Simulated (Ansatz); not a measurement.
# CsH: strain energy, fitted

CsH, Fm-3m, a = 6.102 Å. Ansatz: LDA, PAW, 420 eV, Γ-centred 6×6×6 mesh on 4 atoms, Gaussian smearing 0.02 eV; no spin polarisation. Series: equal strain along all axes, cell held, atoms fixed by symmetry; x is the strain in per cent. y is the free energy over the unstrained cell, V0 = 28.404 Å³/atom.

```
x (%) y (meV/atom)
 -6.0             ?
 -4.0         16.28
 -2.0          3.69
  0.0          0.00
  2.0          3.90
  4.0         14.26
  6.0         30.07
```

**Question.** Fit y = c2 x² + c3 x³ to the other rows, turn c2 into a modulus, and predict the missing energy.

**Answer.** Least squares on the rows shown. y = 0.94696 x² − 0.018117 x³. In eV per unit strain² c2 is 9.470; the stiffness is B for this strain (E = 9/2 B V0 ε², shape held): 2 × 9.470 × 160.2 / (9 × 28.404) = 11.9 GPa. The unstrained cell keeps some stress along the strain, worth a slope of 0.15 meV/atom per %, which the form leaves out. At x = -6.0 the fit asked for gives 38.00 meV/atom. The run gave 39.26 meV/atom, so the fit is 1.26 meV/atom too low, 3.2 % of the span of the series, against an rms of 0.20 meV/atom on the fitted rows. The row lies outside the fitted range. With a term in x⁴ added, a fit to the same known rows predicts 36.81 meV/atom, further off still.